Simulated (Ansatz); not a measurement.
The geometry is COD entry 9011656, unchecked; take it as a test cell.

Below is the log of a run of Ansatz 0.2.0.

```
Warning: crystal.symmetry: narrowed to the stabiliser of the k-point mesh — unitary ops 8 → 2; excluded 6 operations that carry a point of the 16×16×11 mesh (shift [0, 0, 0]) off the mesh (the run samples exactly the mesh kpoints.mp_grid names, as under crystal.symmetry.detect: false, and its converged state has the mesh's symmetry, not the crystal's; ε∞, the Born charges and the force constants of a linear response (`dielectric:` by the response, `phonons.method: dfpt`) are averaged over those of the crystal's operations that the state keeps within a tolerance, where `mesh_tensors`, `unaveraged_element` or `gamma_mean_max_change_ev_ang2` stands beside them; a row that `dielectric.field_direction` solves alone is averaged likewise, with nothing beside; a Γ-centred mesh of equal divisions is mapped onto itself by every operation and keeps the whole group, as does a half-shifted one under kpoints.further_shifts: images)
Si: projections on atomic orbitals take those of the free atom 1s2 2s2 2p6 3s2 3p2, of charge +0.00 (hamiltonian.pseudopotentials.projection_atoms)
LAPW: plane waves up to 7.813 Å⁻¹, error target 5.0e-4 eV per atom; small_component_spin mean_spin; Si in spheres of 1.193 Å, 12 of its electrons in bands, Dirac shells []
Engine: ansatz 0.2.0
Pseudopotentials: kind: all_electron
Pseudopotential: Si, LAPW, valence charge 12, Koelling and Harmon's equation, gaussian nucleus
Functional definition: PBE
  parameter kappa = 0.804
  parameter beta = 0.06672455060314922
  exchange = pbe_x(kappa = kappa, mu = beta*pi^2/3)
  correlation = pbe_c(beta = beta)
Crystal: 2 atoms, lattice volume = 27.191 Å³
Basis set: ecut = 232.55356811177802 eV, 219 PW (Γ), FFT grids on a1+a2, a2, a3, exchange–correlation at level 2
Bands: 16, of which v1, the nominal top of the filled ones, is band 12 counted from 1 (11 counted from 0)
Symmetry: 2 space group operations
k-points: 1410 of 2816
Non-local potential: Si, projectors of the file, none
Initial density: superposition of atomic densities (chi_scale 0.1, normalization cell)
Initial wavefunctions: plane waves of lowest kinetic energy (no species holds an atomic orbital)
Functional: x = pbe(κ = 0.804, μ = 0.2195149727645171), c = pbe(β = 0.06672455060314922)
iter 1 solved again at ethr=3.57e-4 eV; its pass at ethr=1.00e-1 eV (dr2=8.56e-2 eV) is discarded
SCF iter   1: F=—  HF=-15783.813082 eV  |F-HF|=—  |Δ(HF+E_count)|=         —  Δρ=2.43e-2  dr2=8.55e-2  ethr=3.57e-4  ⟨swp⟩=2.9  Hψ=161625  notcnv=0
preconditioner: auto → none  [metal: Δε(μ)=0.002 eV  Ē_g=10.887 eV  σ=0.080 eV  W_gap=0.01  n_scr=6 (ndim 8)  ℏωp=20.1 eV  f_vac=0.000  D(μ)=0.76/eV (n_scr^D=4)  sad-step TF]
SCF iter   2: F=—  HF=-15783.804403 eV  |F-HF|=—  |Δ(HF+E_count)|=   8.68e-3  Δρ=1.57e-2  dr2=3.89e-2  ethr=3.56e-4  ⟨swp⟩=2.0  Hψ=59585  notcnv=0
iter 3 solved again at ethr=8.95e-7 eV; its pass at ethr=1.62e-4 eV (dr2=2.15e-4 eV) is discarded
SCF iter   3: F=—  HF=-15783.803114 eV  |F-HF|=—  |Δ(HF+E_count)|=   1.29e-3  Δρ=1.14e-3  dr2=2.14e-4  ethr=8.95e-7  ⟨swp⟩=2.2  Hψ=106143  notcnv=0
SCF iter   4: F=—  HF=-15783.803144 eV  |F-HF|=—  |Δ(HF+E_count)|=         —  Δρ=1.70e-4  dr2=4.44e-6  ethr=8.90e-7  ⟨swp⟩=2.0  Hψ=59555  notcnv=0
the basis was enlarged: its passes take 349.2 KiB over the memory plan, 1 of 1 planned eigensolver slots
SCF iter   5: F=—  HF=-15783.803146 eV  |F-HF|=—  |Δ(HF+E_count)|=   1.22e-6  Δρ=2.59e-5  dr2=9.51e-8  ethr=1.85e-8  ⟨swp⟩=2.0  Hψ=59570  notcnv=0
SCF iter   6: F=-15783.803146 eV  HF=-15783.803146 eV  |F-HF|=1.18e-9  |Δ(HF+E_count)|=   1.17e-7  Δρ=2.43e-6  dr2=1.70e-9  ethr=3.96e-10  ⟨swp⟩=3.0  Hψ=64843  notcnv=0
SCF 1 converged in 6 iterations: F = -15783.803146 eV  dr2 = 1.70e-9
NSCF: frozen V_eff on 65 k-points
SCF converged after 6 iterations
Free energy (F): -15783.803146 eV
Harris-Foulkes:  -15783.803146 eV  (|F-HF|=1.18e-9)
Internal energy: -15783.787489 eV  (E = F + TS)
E sigma→0 (E₀):  -15783.795317 eV
Entropy (-TS):   -0.015657 eV (-7.828 meV/atom)
Fermi energy:    13.102375 eV
--- Per-component energies (eV) ---
  E_band       = -1353.436736
  E_kinetic    = 15835.389566
  E_xc         = -1139.058206
  E_electrostatic = -30480.118849  (all electrons and nuclei)
  E_smearing   = -0.015657  (= −TS)
  E_closure    = 0.000000  (closes the sum)
  E_atoms      = -15773.713766  (free atoms, spherical and without spin; not in F)
  Σ components = -15783.803146   (vs F -15783.803146, Δ=0.00e0)
  Basis errors (estimates in eV, not in F): energy 2.0e-4 per atom: plane waves 1.9e-4 (1.0e-4 summed), levels above the bands 1.1e-24, relativity 5.4e-9, radial functions 1.0e-5, core shells 4.5e-13; eigenvalues (radial functions only) 7.9e-7; not estimated: angular momenta, meshes, grids; target (lapw.basis_error) 5.0e-4; muffin-tin radii Si 1.193 Å
--- Forces (eV/Å), atoms counted from 1 ---
  atom   1  Si     0.00431539    -0.00081915    -0.00349615
  atom   2  Si    -0.00431539     0.00081915     0.00349615
  max |Σ_I F_I| component: 0.00e0 eV/Å
--- Stress (GPa, compression-positive) ---
       14.724802      -0.140932       0.017258
       -0.140932      17.874547       0.062138
        0.017258       0.062138      14.732223
  P = ⅓ Tr σ = 15.7772 GPa (157.772 kbar)
--- Band table (eV; the first three rows and the last of 1410) ---
  k-point 0: bands = ["-121.1834", "-121.1780", "-77.2394", "-77.2330", "-77.2317", "-77.2241", "-77.2047", "-77.1813", "-1.7099", "10.1255", "10.6112", "11.4461", "14.1915", "20.8729", "22.2410", "23.1266"]
  k-point 1: bands = ["-121.1833", "-121.1781", "-77.2391", "-77.2330", "-77.2317", "-77.2244", "-77.2042", "-77.1818", "-1.5980", "8.9048", "10.4994", "12.3248", "15.0247", "19.6387", "22.3059", "23.1880"]
  k-point 2: bands = ["-121.1830", "-121.1784", "-77.2384", "-77.2331", "-77.2316", "-77.2251", "-77.2028", "-77.1832", "-1.2626", "7.0463", "10.7678", "12.9986", "17.0637", "17.9726", "21.0048", "22.7086"]
  k-point 1409: bands = ["-121.1811", "-121.1803", "-77.2415", "-77.2345", "-77.2303", "-77.2223", "-77.2064", "-77.1799", "3.7264", "4.5999", "5.6228", "6.0713", "18.8936", "19.6392", "26.9661", "27.4356"]
--- Löwdin populations: 2 sites ---
  site symbol       q [e]
     0     Si     13.9351
     1     Si     13.9351
  spilling = 0.004635 (of n_electrons = 28.000000)
```

The cell and starting positions:

```
CELL_PARAMETERS angstrom
-2.25100 2.36850 1.27500
2.25100 -2.36850 1.27500
2.25100 2.36850 -1.27500
ATOMIC_POSITIONS crystal
Si 0.80700 0.55700 0.25000
Si 0.19300 0.44300 0.75000
```

Parts of the input that the log doesn't repeat:

```yaml
  band_path:
    path:
      - [0.0, 0.0, 0.0]
      - [0.5, -0.5, 0.5]
      - [0.4758105458, -0.4758105458, 0.5241894542]
      - [-0.4758105458, 0.4758105458, 0.4758105458]
      - [0.0, 0.0, 0.0]
      - [0.3224458646, 0.3224458646, -0.3224458646]
      - [0.6775541354, -0.3224458646, 0.3224458646]
      - [0.5, -0.5, 0.5]
      - [0.0, 0.0, 0.0]
    npoints: 8
output:
  forces: true
  stress: true
  eigenvalues: true
  populations: true
  dos: { projected: true, de: 0.2, e_range: [-14, 8] }
```

(1) Write the input that produced this log.

Results:

(1) 
```yaml
crystal:
  lattice:
    - [-2.251, 2.3685, 1.275]
    - [2.251, -2.3685, 1.275]
    - [2.251, 2.3685, -1.275]
  atoms:
    - { symbol: Si, position: [0.807, 0.557, 0.25] }
    - { symbol: Si, position: [0.193, 0.443, 0.75] }
kpoints:
  mp_grid: { grid: [16, 16, 11] }
  band_path:
    path:
      - [0.0, 0.0, 0.0]
      - [0.5, -0.5, 0.5]
      - [0.4758105458, -0.4758105458, 0.5241894542]
      - [-0.4758105458, 0.4758105458, 0.4758105458]
      - [0.0, 0.0, 0.0]
      - [0.3224458646, 0.3224458646, -0.3224458646]
      - [0.6775541354, -0.3224458646, 0.3224458646]
      - [0.5, -0.5, 0.5]
      - [0.0, 0.0, 0.0]
    npoints: 8
scf:
  occupations: { method: fermi_dirac, width: 0.08 }
hamiltonian:
  xc: pbe
  pseudopotentials: { kind: all_electron, lapw: { basis_error: 0.0005 } }
output:
  forces: true
  stress: true
  eigenvalues: true
  populations: true
  dos: { projected: true, de: 0.2, e_range: [-14, 8] }
```
This is the input that was run; digits and keys that the log doesn't show could differ in an equivalent one.
